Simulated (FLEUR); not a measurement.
# Ge (P6_3/mmc) in FLEUR: a series of runs

The runs below take Ge through band structure, equation of state, with r2SCAN, LDA.

Program: FLEUR MaX-R8.1 (later development tree). These are calculated values, not measurements. Logs are shortened: lines on timing, memory, paths and dates and some standing lists are left out, and cuts for length are marked.

## (1) The crystal as given

The structure is hexagonal, space group P6_3/mmc (No. 194). The conventional cell has a = 3.998 Å, b = 3.998 Å, c = 6.599 Å, α = 90.00°, β = 90.00°, γ = 120.00°. Ge (site symmetry 3m) has 4 Ge at 2.45 to 2.47 Å as nearest neighbours.

This isn't the form of Ge at room conditions, which is diamond.

## (2) Band structure, r2SCAN

inp.xml

```xml
<?xml version="1.0" encoding="UTF-8" standalone="no"?>
<fleurInput fleurInputVersion="0.39">
   <comment>
      Ge                                                                                                  
   </comment>
   <calculationSetup>
      <cutoffs Kmax="4.56" Gmax="14.1" GmaxXC="14.1" numbands="0"/>
      <scfLoop itmax="80" minDistance="0.0001" maxIterBroyd="30" imix="Anderson" alpha="0.05" precondParam="0.0" spinf="2.0" sdNocoIR="T"/>
      <coreElectrons ctail="F" frcor="F" kcrel="0" coretail_lmax="0"/>
      <xcFunctional name="LibXC" relativisticCorrections="F">
         <LibXCName exchange="mgga_x_r2scan" correlation="mgga_c_r2scan"/>
         <AuxGGA exchange="117" correlation="130"/>
      </xcFunctional>
      <magnetism jspins="1"/>
      <soc l_soc="F" theta="0.0" phi="0.0" spav="F"/>
      <expertModes spex="0" secvar="F"/>
      <geometryOptimization l_f="F" forcealpha="1.0" forcemix="BFGS" epsdisp="0.00001" epsforce="0.00001"/>
      <ldaU l_linMix="F" mixParam="0.05" spinf="1.0"/>
   </calculationSetup>
   <cell>
      <bzIntegration valenceElectrons="88.0" mode="hist" fermiSmearingEnergy="0.00183747">
         <kPointListSelection listName="default-1"/>
         <!-- k-points included here -->
         <xi:include xmlns:xi="http://www.w3.org/2001/XInclude" href="kpts.xml"> </xi:include>
      </bzIntegration>
      <!-- symmetry operations included here -->
      <xi:include xmlns:xi="http://www.w3.org/2001/XInclude" href="sym.xml"> </xi:include>
      <bulkLattice scale="1.0">
         <bravaisMatrix>
            <row-1>    7.5543424030371860     0.0000000000000000     0.0000000000000000</row-1>
            <row-2>   -3.7771712016130796     6.5422524300416010     0.0000000000000000</row-2>
            <row-3>    0.0000000000000000     0.0000000000000000    12.4710169182241923</row-3>
         </bravaisMatrix>
      </bulkLattice>
   </cell>
   <atomSpecies>
      <species name="Germanium (Ge)" element="Ge" atomicNumber="32">
         <mtSphere radius="2.15" gridPoints="711" logIncrement="0.017"/>
         <atomicCutoffs lmax="9" lnonsphr="9"/>
         <electronConfig flipSpins="F">
            <coreConfig>(1s1/2) (2s1/2) (2p1/2) (2p3/2)</coreConfig>
            <valenceConfig>(3s1/2) (3p1/2) (3p3/2) (4s1/2) (3d3/2) (3d5/2) (4p1/2) (4p3/2)</valenceConfig>
            <stateOccupation state="(4p1/2)" spinUp="0.333333" spinDown="0.333333"/>
            <stateOccupation state="(4p3/2)" spinUp="0.666667" spinDown="0.666667"/>
         </electronConfig>
         <energyParameters s="4" p="4" d="3" f="4"/>
         <lo type="SCLO" l="0" n="3" eDeriv="0"/>
         <lo type="SCLO" l="1" n="3" eDeriv="0"/>
         <lo type="SCLO" l="1" n="3" eDeriv="1"/>
         <lo type="HELO" l="2" n="4" eDeriv="0"/>
         <lo type="HELO" l="2" n="4" eDeriv="1"/>
         <lo type="SCLO" l="3" n="4" eDeriv="2"/>
      </species>
   </atomSpecies>
   <atomGroups>
      <atomGroup species="Germanium (Ge)">
         <relPos label="                   1">1.000/3.000 -1.000/3.000 -.0629012500</relPos>
         <relPos label="                   2">-1.000/3.000 1.000/3.000 .4370987500</relPos>
         <relPos label="                   3">1.000/3.000 -1.000/3.000 -.4370987500</relPos>
         <relPos label="                   4">-1.000/3.000 1.000/3.000 .0629012500</relPos>
         <force calculate="T" relaxXYZ="TTT"/>
      </atomGroup>
   </atomGroups>
   <output dos="F" band="F" slice="F">
      <checks vchk="F" cdinf="F"/>
      <bandDOS minEnergy="-.5*Htr" maxEnergy="0.5*Htr" sigma="0.015" storeEVData="T"/>
      <vacuumDOS vacdos="F" integ="F" star="F" nstars="0" locx1="0.0" locy1="0.0" locx2="0.0" locy2="0.0" nstm="0" tworkf="0.0"/>
      <unfoldingBand unfoldBand="F" supercellX="1" supercellY="1" supercellZ="1"/>
      <plotting iplot="0" polar="F">
         <plot TwoD="T" vec1="  1.0  0.0  0.0" vec2="  0.0  1.0  0.0" vec3="  0.0  0.0  1.0" zero="  0.0  0.0  0.0" file="plot"/>
      </plotting>
      <chargeDensitySlicing numkpt="0" minEigenval="0.0" maxEigenval="0.0" nnne="0" pallst="F"/>
      <specialOutput eonly="F"/>
      <moessbauerParams electricFieldGradient="T" isomerShift="T" coreHyperfine="T" valenceHyperfine="T"/>
      <magneticCircularDichroism mcd="F" energyLo="-10.0" energyUp="0.0"/>
   </output>
  <!-- We include the file relax.xml here to enable relaxations (see documentation) -->
  <xi:include xmlns:xi="http://www.w3.org/2001/XInclude" href="relax.xml"> <xi:fallback/> </xi:include>
</fleurInput>
```

crystal.txt

```
Ge
&input cartesian=F /
3.9975858431  0.0000000000  0.0000000000
-1.9987929216  3.4620108940  0.0000000000
0.0000000000  0.0000000000  6.5993779500
1.8897261246
1.0 1.0 1.0

4
32 0.3333333334  0.6666666668  0.9370987500
32 0.6666666668  0.3333333334  0.4370987500
32 0.3333333334  0.6666666668  0.5629012500
32 0.6666666668  0.3333333334  0.0629012500

&kpt div1=8 div2=8 div3=4 gamma=T /
```

inp.xml (bands)

```
<?xml version="1.0" encoding="UTF-8" standalone="no"?>
<fleurInput fleurInputVersion="0.39">
   <comment>
      Ge                                                                                                  
   </comment>
   <calculationSetup>
      <cutoffs Kmax="4.56" Gmax="14.1" GmaxXC="14.1" numbands="0"/>
      <scfLoop itmax="80" minDistance="0.0001" maxIterBroyd="30" imix="Anderson" alpha="0.05" precondParam="0.0" spinf="2.0" sdNocoIR="T"/>
      <coreElectrons ctail="F" frcor="F" kcrel="0" coretail_lmax="0"/>
      <xcFunctional name="LibXC" relativisticCorrections="F">
         <LibXCName exchange="mgga_x_r2scan" correlation="mgga_c_r2scan"/>
         <AuxGGA exchange="117" correlation="130"/>
      </xcFunctional>
      <magnetism jspins="1"/>
      <soc l_soc="F" theta="0.0" phi="0.0" spav="F"/>
      <expertModes spex="0" secvar="F"/>
      <geometryOptimization l_f="F" forcealpha="1.0" forcemix="BFGS" epsdisp="0.00001" epsforce="0.00001"/>
      <ldaU l_linMix="F" mixParam="0.05" spinf="1.0"/>
   </calculationSetup>
   <cell>
      <bzIntegration valenceElectrons="88.0" mode="hist" fermiSmearingEnergy="0.00183747">
         <kPointListSelection listName="path-1"/>
         <!-- k-points included here -->
         <xi:include xmlns:xi="http://www.w3.org/2001/XInclude" href="kpts.xml"> </xi:include>
      </bzIntegration>
      <!-- symmetry operations included here -->
      <xi:include xmlns:xi="http://www.w3.org/2001/XInclude" href="sym.xml"> </xi:include>
      <bulkLattice scale="1.0">
         <bravaisMatrix>
            <row-1>    7.5543424030371860     0.0000000000000000     0.0000000000000000</row-1>
            <row-2>   -3.7771712016130796     6.5422524300416010     0.0000000000000000</row-2>
            <row-3>    0.0000000000000000     0.0000000000000000    12.4710169182241923</row-3>
         </bravaisMatrix>
      </bulkLattice>
   </cell>
   <atomSpecies>
      <species name="Germanium (Ge)" element="Ge" atomicNumber="32">
         <mtSphere radius="2.15" gridPoints="711" logIncrement="0.017"/>
         <atomicCutoffs lmax="9" lnonsphr="9"/>
         <electronConfig flipSpins="F">
            <coreConfig>(1s1/2) (2s1/2) (2p1/2) (2p3/2)</coreConfig>
            <valenceConfig>(3s1/2) (3p1/2) (3p3/2) (4s1/2) (3d3/2) (3d5/2) (4p1/2) (4p3/2)</valenceConfig>
            <stateOccupation state="(4p1/2)" spinUp="0.333333" spinDown="0.333333"/>
            <stateOccupation state="(4p3/2)" spinUp="0.666667" spinDown="0.666667"/>
         </electronConfig>
         <energyParameters s="4" p="4" d="3" f="4"/>
         <lo type="SCLO" l="0" n="3" eDeriv="0"/>
         <lo type="SCLO" l="1" n="3" eDeriv="0"/>
         <lo type="SCLO" l="1" n="3" eDeriv="1"/>
         <lo type="HELO" l="2" n="4" eDeriv="0"/>
         <lo type="HELO" l="2" n="4" eDeriv="1"/>
         <lo type="SCLO" l="3" n="4" eDeriv="2"/>
      </species>
   </atomSpecies>
   <atomGroups>
      <atomGroup species="Germanium (Ge)">
         <relPos label="                   1">1.000/3.000 -1.000/3.000 -.0629012500</relPos>
         <relPos label="                   2">-1.000/3.000 1.000/3.000 .4370987500</relPos>
         <relPos label="                   3">1.000/3.000 -1.000/3.000 -.4370987500</relPos>
         <relPos label="                   4">-1.000/3.000 1.000/3.000 .0629012500</relPos>
         <force calculate="T" relaxXYZ="TTT"/>
      </atomGroup>
   </atomGroups>
   <output dos="F" band="T" slice="F">
      <checks vchk="F" cdinf="F"/>
      <bandDOS minEnergy="-.5*Htr" maxEnergy="0.5*Htr" sigma="0.015" storeEVData="T"/>
      <vacuumDOS vacdos="F" integ="F" star="F" nstars="0" locx1="0.0" locy1="0.0" locx2="0.0" locy2="0.0" nstm="0" tworkf="0.0"/>
      <unfoldingBand unfoldBand="F" supercellX="1" supercellY="1" supercellZ="1"/>
      <plotting iplot="0" polar="F">
         <plot TwoD="T" vec1="  1.0  0.0  0.0" vec2="  0.0  1.0  0.0" vec3="  0.0  0.0  1.0" zero="  0.0  0.0  0.0" file="plot"/>
      </plotting>
      <chargeDensitySlicing numkpt="0" minEigenval="0.0" maxEigenval="0.0" nnne="0" pallst="F"/>
      <specialOutput eonly="F"/>
      <moessbauerParams electricFieldGradient="T" isomerShift="T" coreHyperfine="T" valenceHyperfine="T"/>
      <magneticCircularDichroism mcd="F" energyLo="-10.0" energyUp="0.0"/>
   </output>
  <!-- We include the file relax.xml here to enable relaxations (see documentation) -->
  <xi:include xmlns:xi="http://www.w3.org/2001/XInclude" href="relax.xml"> <xi:fallback/> </xi:include>
</fleurInput>
```

Potentials or basis: all-electron, FLAPW.

On the command line:

```console
$ inpgen -f crystal.txt -profile fastHighL
$ # inp.xml edited to the form shown
$ mpirun -n 4 fleur_MPI -pe_per_kpt 1
$ mpirun -n 4 fleur_MPI -pe_per_kpt 1   # second run, on inp.xml (bands)
```

The log of the run:

```text
Welcome to FLEUR        (www.flapw.de)
      MaX-Release 8.1          (www.max-centre.eu)

 func_ids         498         497         498         497
 func_ids         498         497         498         497
 func_ids         498         497         498         497
 MetaGGA potential functional detected - V_tau will be computed
 Auxiliary Potential for radial basis: exchange=         117  correlation=         130
 func_ids         498         497         498         497
 MetaGGA potential functional detected - V_tau will be computed
 Auxiliary Potential for radial basis: exchange=         117  correlation=         130
 MetaGGA potential functional detected - V_tau will be computed
 Auxiliary Potential for radial basis: exchange=         117  correlation=         130
 MetaGGA potential functional detected - V_tau will be computed
 Auxiliary Potential for radial basis: exchange=         117  correlation=         130
The functional 'Re-regularized SCAN exchange by Furness et al' is an exchange functional, it belongs to the 'MGGA' family and is defined in the reference(s):
The functional 'Re-regularized SCAN exchange by Furness et al' is an exchange functional, it belongs to the 'MGGA' family and is defined in the reference(s):
[1] J. W. Furness, A. D. Kaplan, J. Ning, J. P. Perdew, and J. Sun.,  J. Phys. Chem. Lett. 11, 8208-8215 (2020)
[2] J. W. Furness, A. D. Kaplan, J. Ning, J. P. Perdew, and J. Sun.,  J. Phys. Chem. Lett. 11, 9248-9248 (2020)
[... 10 lines left out ...]
[2] J. W. Furness, A. D. Kaplan, J. Ning, J. P. Perdew, and J. Sun.,  J. Phys. Chem. Lett. 11, 9248-9248 (2020)
 Using same functional for VXC and EXC
[1] J. W. Furness, A. D. Kaplan, J. Ning, J. P. Perdew, and J. Sun.,  J. Phys. Chem. Lett. 11, 8208-8215 (2020)
[2] J. W. Furness, A. D. Kaplan, J. Ning, J. P. Perdew, and J. Sun.,  J. Phys. Chem. Lett. 11, 9248-9248 (2020)
The functional 'Re-regularized SCAN correlation by Furness et al' is a correlation functional, it belongs to the 'MGGA' family and is defined in the reference(s):
[1] J. W. Furness, A. D. Kaplan, J. Ning, J. P. Perdew, and J. Sun.,  J. Phys. Chem. Lett. 11, 8208-8215 (2020)
[2] J. W. Furness, A. D. Kaplan, J. Ning, J. P. Perdew, and J. Sun.,  J. Phys. Chem. Lett. 11, 9248-9248 (2020)
 Using same functional for VXC and EXC
The functional 'Re-regularized SCAN correlation by Furness et al' is a correlation functional, it belongs to the 'MGGA' family and is defined in the reference(s):
[... 46 lines left out ...]
[1] J. P. Perdew, K. Burke, and M. Ernzerhof.,  Phys. Rev. Lett. 77, 3865 (1996)
[2] J. P. Perdew, K. Burke, and M. Ernzerhof.,  Phys. Rev. Lett. 78, 1396 (1997)
 Using same functional for VXC and EXC
 Using auxiliary GGA potential for the first iteration of MetaGGA calculation.
[1] B. Hammer, L. B. Hansen, and J. K. Nørskov.,  Phys. Rev. B 59, 7413 (1999)
The functional 'Perdew, Burke & Ernzerhof' is a correlation functional, it belongs to the 'GGA' family and is defined in the reference(s):
[1] J. P. Perdew, K. Burke, and M. Ernzerhof.,  Phys. Rev. Lett. 77, 3865 (1996)
[2] J. P. Perdew, K. Burke, and M. Ernzerhof.,  Phys. Rev. Lett. 78, 1396 (1997)
 Using same functional for VXC and EXC
 Using auxiliary GGA potential for the first iteration of MetaGGA calculation.
 Reset of history
 Reset of history
 Iteration:     1   Distance:      19.20927724 me/bohr^3
The functional 'Hammer, Hansen, and Norskov' is an exchange functional, it belongs to the 'GGA' family and is defined in the reference(s):
[1] B. Hammer, L. B. Hansen, and J. K. Nørskov.,  Phys. Rev. B 59, 7413 (1999)
The functional 'Perdew, Burke & Ernzerhof' is a correlation functional, it belongs to the 'GGA' family and is defined in the reference(s):
[1] J. P. Perdew, K. Burke, and M. Ernzerhof.,  Phys. Rev. Lett. 77, 3865 (1996)
[2] J. P. Perdew, K. Burke, and M. Ernzerhof.,  Phys. Rev. Lett. 78, 1396 (1997)
 Using same functional for VXC and EXC
The functional 'Hammer, Hansen, and Norskov' is an exchange functional, it belongs to the 'GGA' family and is defined in the reference(s):
[1] B. Hammer, L. B. Hansen, and J. K. Nørskov.,  Phys. Rev. B 59, 7413 (1999)
The functional 'Perdew, Burke & Ernzerhof' is a correlation functional, it belongs to the 'GGA' family and is defined in the reference(s):
[1] J. P. Perdew, K. Burke, and M. Ernzerhof.,  Phys. Rev. Lett. 77, 3865 (1996)
[2] J. P. Perdew, K. Burke, and M. Ernzerhof.,  Phys. Rev. Lett. 78, 1396 (1997)
 Using same functional for VXC and EXC
The functional 'Hammer, Hansen, and Norskov' is an exchange functional, it belongs to the 'GGA' family and is defined in the reference(s):
[1] B. Hammer, L. B. Hansen, and J. K. Nørskov.,  Phys. Rev. B 59, 7413 (1999)
The functional 'Perdew, Burke & Ernzerhof' is a correlation functional, it belongs to the 'GGA' family and is defined in the reference(s):
[1] J. P. Perdew, K. Burke, and M. Ernzerhof.,  Phys. Rev. Lett. 77, 3865 (1996)
[... 320 lines left out ...]
 Using same functional for VXC and EXC
The functional 'Hammer, Hansen, and Norskov' is an exchange functional, it belongs to the 'GGA' family and is defined in the reference(s):
[1] B. Hammer, L. B. Hansen, and J. K. Nørskov.,  Phys. Rev. B 59, 7413 (1999)
The functional 'Perdew, Burke & Ernzerhof' is a correlation functional, it belongs to the 'GGA' family and is defined in the reference(s):
[1] J. P. Perdew, K. Burke, and M. Ernzerhof.,  Phys. Rev. Lett. 77, 3865 (1996)
[2] J. P. Perdew, K. Burke, and M. Ernzerhof.,  Phys. Rev. Lett. 78, 1396 (1997)
 Using same functional for VXC and EXC
The functional 'Hammer, Hansen, and Norskov' is an exchange functional, it belongs to the 'GGA' family and is defined in the reference(s):
[1] B. Hammer, L. B. Hansen, and J. K. Nørskov.,  Phys. Rev. B 59, 7413 (1999)
The functional 'Perdew, Burke & Ernzerhof' is a correlation functional, it belongs to the 'GGA' family and is defined in the reference(s):
[1] J. P. Perdew, K. Burke, and M. Ernzerhof.,  Phys. Rev. Lett. 77, 3865 (1996)
[2] J. P. Perdew, K. Burke, and M. Ernzerhof.,  Phys. Rev. Lett. 78, 1396 (1997)
 Using same functional for VXC and EXC
 Iteration:    15   Distance:       0.00001125 me/bohr^3

 ********************************************************************
 Run finished successfully
 Stop message:
   all done
 ********************************************************************
```

It took 1.8 min on 4 MPI ranks of Arm Neoverse V1, shared host.

What came out:

```
Free energy                                           : -228496.7422 eV
Band gap on the k mesh                                : 0.10 eV, direct
Band gap along the path                               : 0.10 eV, direct
Valence electrons inside the program's atomic spheres : Ge 19.96 (radii Ge 2.15 bohr)
```

Levels at the corners of the path, in eV from the valence-band top:
| point | band 41 | band 42 | band 43 | band 44 | band 45 | band 46 | band 47 | band 48 |
| --- | --- | --- | --- | --- | --- | --- | --- | --- |
| Γ | -1.68 | -0.28 | 0.00 | 0.00 | 0.10 | 0.29 | 2.31 | 2.31 |
| M | -4.86 | -3.33 | -3.01 | -1.64 | 0.64 | 1.86 | 3.71 | 3.85 |
| K | -5.28 | -3.70 | -3.70 | -3.44 | 1.55 | 4.84 | 4.84 | 5.38 |
| Γ | -1.68 | -0.28 | 0.00 | 0.00 | 0.10 | 0.29 | 2.31 | 2.31 |
| A | -1.02 | -1.02 | -1.02 | -1.02 | 0.88 | 0.88 | 3.48 | 3.48 |
| L | -2.76 | -2.76 | -2.65 | -2.65 | 0.64 | 0.64 | 2.28 | 2.28 |
| H | -4.55 | -4.55 | -2.25 | -2.25 | 1.42 | 1.42 | 4.30 | 4.30 |
| A | -1.02 | -1.02 | -1.02 | -1.02 | 0.88 | 0.88 | 3.48 | 3.48 |
| L | -2.76 | -2.76 | -2.65 | -2.65 | 0.64 | 0.64 | 2.28 | 2.28 |
| M | -4.86 | -3.33 | -3.01 | -1.64 | 0.64 | 1.86 | 3.71 | 3.85 |
| K | -5.28 | -3.70 | -3.70 | -3.44 | 1.55 | 4.84 | 4.84 | 5.38 |
| H | -4.55 | -4.55 | -2.25 | -2.25 | 1.42 | 1.42 | 4.30 | 4.30 |

Core levels (eV from the Fermi level):
| atom | levels |
| --- | --- |
| 1 Ge | 1s1/2 -10954.0, 2s1/2 -1366.3, 2p1/2 -1214.4, 2p3/2 -1182.6 |
| 2 Ge | 1s1/2 -10954.0, 2s1/2 -1366.3, 2p1/2 -1214.4, 2p3/2 -1182.6 |
| 3 Ge | 1s1/2 -10954.0, 2s1/2 -1366.3, 2p1/2 -1214.4, 2p3/2 -1182.6 |
| 4 Ge | 1s1/2 -10954.0, 2s1/2 -1366.3, 2p1/2 -1214.4, 2p3/2 -1182.6 |

Caveat: the meta-GGA is that of a development version, with a GGA for the radial functions and cores and without core tails.

(Part 1 of 2 ends here.)
